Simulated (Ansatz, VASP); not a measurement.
## One calculation of ZnSn2N2, two programs

INCAR

```
SYSTEM = ZnSn2N2
PREC = Accurate
ENCUT = 520
EDIFF = 1E-7
ISMEAR = -1
SIGMA = 0.05
LREAL = .FALSE.
LASPH = .TRUE.
NELM = 100
ALGO = Normal
ISIF = 2
LWAVE = .FALSE.
LCHARG = .FALSE.
GGA = PE
NBANDS = 33
```

File KPOINTS:

```
Automatic mesh
0
G
  8 8 4
  0 0 0
```

POSCAR

```
ZnSn2N2
1.0
    3.3298264899      0.0000000000      0.0000000000
    0.0000000000      3.3298264899      0.0000000000
    0.0000000000      0.0000000000      8.0100851612
Sn Zn N
2 1 2
Direct
    0.5000000000      0.5000000000      0.3058270000
    0.5000000000      0.5000000000      0.6941730000
    0.0000000000      0.0000000000      0.0000000000
    0.0000000000      0.5000000000      0.8541900000
    0.5000000000      0.0000000000      0.1458100000
```

The input input.yaml:

```yaml
crystal:
  lattice:
    - [3.3298264899, 0.0, 0.0]
    - [0.0, 3.3298264899, 0.0]
    - [0.0, 0.0, 8.0100851612]
  atoms:
    - { symbol: Sn, position: [0.5, 0.5, 0.305827] }
    - { symbol: Sn, position: [0.5, 0.5, 0.694173] }
    - { symbol: Zn, position: [0.0, 0.0, 0.0] }
    - { symbol: "N", position: [0.0, 0.5, 0.85419] }
    - { symbol: "N", position: [0.5, 0.0, 0.14581] }
hamiltonian:
  xc: pbe
  pseudopotentials: { kind: paw }
kpoints:
  mp_grid: { grid: [8, 8, 4] }
scf:
  occupations: { method: fermi_dirac, width: 0.05 }
output:
  forces: true
  stress: true
  eigenvalues: true
  write_density: true
  write_potential: true
  elf: true
  volumetric_format: npy
```

Change from the starting cell: volume scaled by 0.98.

Alike in both runs: task single point; functional PBE; k mesh 8 × 8 × 4; occupations fermi-dirac, width 0.05 eV; no spin polarisation.

```csv
,VASP,Ansatz
version,VASP 6.6.1,Ansatz 0.2.0
potentials or method,"VASP PAW PBE potentials, release 64 (Sn_d, Zn, N)",Ansatz PAW
plane-wave cutoff (eV),520,420
valence electrons in the cell,50,50
```

Ansatz gave:

| Item | Value |
| --- | --- |
| gap on the k mesh at the Fermi level (eV) | none |
| pressure (GPa) | 1.4 |
| largest component of the traceless stress (GPa) | 0.30 |
| rms of the force components (eV/Å) | 0.105 |

Which values does VASP return?

gap on the k mesh at the Fermi level (eV): none; pressure (GPa): 1.6; largest component of the traceless stress (GPa): 0.29; rms of the force components (eV/Å): 0.106.

Atom by atom the forces differ by 0.012 eV/Å (rms over components). A gap of «none» marks a metal or a gap that the smearing closes.

Caveats: the pressure holds a Pulay correction of +0.3 GPa for the finite cutoff (Ansatz).
